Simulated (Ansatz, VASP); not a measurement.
Si2Mo in VASP and in Ansatz

INCAR

```
SYSTEM = Si2Mo
PREC = Accurate
ENCUT = 520
EDIFF = 1E-7
ISMEAR = -1
SIGMA = 0.05
LREAL = .False.
LASPH = .True.
NELM = 80
ALGO = Normal
ISIF = 2
LWAVE = .False.
LCHARG = .False.
GGA = PS
NBANDS = 18
```

The input KPOINTS:

```
regular mesh
0
Gamma
  12 12 12
  0 0 0
```

The input POSCAR:

```
Si2Mo
1.0
   -1.6105963353      1.6105963353      3.9565305599
    1.6105963353     -1.6105963353      3.9565305599
    1.6105963353      1.6105963353     -3.9565305599
Mo Si
1 2
Direct
    0.0000000000      0.0000000000      0.0000000000
    0.6670000000      0.6670000000      0.0000000000
    0.3330000000      0.3330000000      0.0000000000
```

input.yaml

```yaml
crystal:
  lattice:
    - [-1.6105963353, 1.6105963353, 3.9565305599]
    - [1.6105963353, -1.6105963353, 3.9565305599]
    - [1.6105963353, 1.6105963353, -3.9565305599]
  atoms:
    - { symbol: Mo, position: [0.0, 0.0, 0.0] }
    - { symbol: Si, position: [0.667, 0.667, 0.0] }
    - { symbol: Si, position: [0.333, 0.333, 0.0] }
hamiltonian:
  xc: pbesol
  pseudopotentials: { kind: paw }
kpoints:
  mp_grid: { grid: [12, 12, 12] }
scf:
  occupations: { method: fermi_dirac, width: 0.05 }
output:
  forces: true
  stress: true
  eigenvalues: true
```

Change from the starting cell: volume scaled by 1.02.

Alike in both runs: task single point; functional PBEsol; k mesh 12 × 12 × 12; occupations fermi-dirac, width 0.05 eV; no spin polarisation.

|  | VASP | Ansatz |
| --- | --- | --- |
| version | VASP 6.6.1 | Ansatz 0.2.0 |
| potentials or method | VASP PAW PBE potentials, release 64 (Mo_sv, Si) | Ansatz PAW |
| plane-wave cutoff (eV) | 520 | 420 |
| valence electrons in the cell | 22 | 22 |

VASP gave:

```
gap on the k mesh at the Fermi level (eV)       : none
pressure (GPa)                                  : -6.4
largest component of the traceless stress (GPa) : 1.17
rms of the force components (eV/Å)              : 0.166
```

Task: What did Ansatz give for the same quantities?

Result: gap on the k mesh at the Fermi level (eV): none; pressure (GPa): -6.7; largest component of the traceless stress (GPa): 1.18; rms of the force components (eV/Å): 0.168.

Atom by atom the forces differ by 0.002 eV/Å (rms over components). A gap of «none» marks a metal or a gap that the smearing closes. The functional is the same, so the differences come from potentials, cutoffs and numerics.

Caveats: the PAW data sets were made with another functional, which shifts forces and pressure a little (VASP); the PAW data sets come from PBE, with cores solved anew for the run's functional, which leaves a small shift of forces and pressure (Ansatz).
